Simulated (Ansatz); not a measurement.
**Al2Ru: strain energy, fitted**

Al2Ru, I4/mmm, a = 3.121 Å, c = 8.423 Å. The structure is a Materials Project entry; whether it is the stable form wasn't checked. Ansatz: PBEsol, PAW, 420 eV, Γ-centred 12×12×4 mesh on 6 atoms, Gaussian smearing 0.10 eV; no spin polarisation. Series: biaxial strain in the a-b plane, c and atoms relaxed; x is the strain in per cent. y is the free energy over the unstrained cell, V0 = 13.678 Å³/atom.

| x (%) | y (meV/atom) |
| --- | --- |
| -3.0 | ? |
| -2.0 | 11.75 |
| -1.0 | 2.88 |
| 0.0 | 0.00 |
| 1.0 | 2.74 |
| 2.0 | 10.68 |
| 3.0 | 23.48 |

Fit y = c2 x² + c3 x³ to the other rows, turn c2 into a modulus, and predict the missing energy.

Least squares on the rows shown. y = 2.8056 x² − 0.065771 x³. In eV per unit strain² c2 is 28.06; M is the biaxial modulus (E = M V0 ε²): 28.06 × 160.2 / (13.678) = 329 GPa. At x = -3.0 the fit asked for gives 27.03 meV/atom. The run gave 26.90 meV/atom, so the fit is 0.13 meV/atom too high, a small miss on the scale of the series.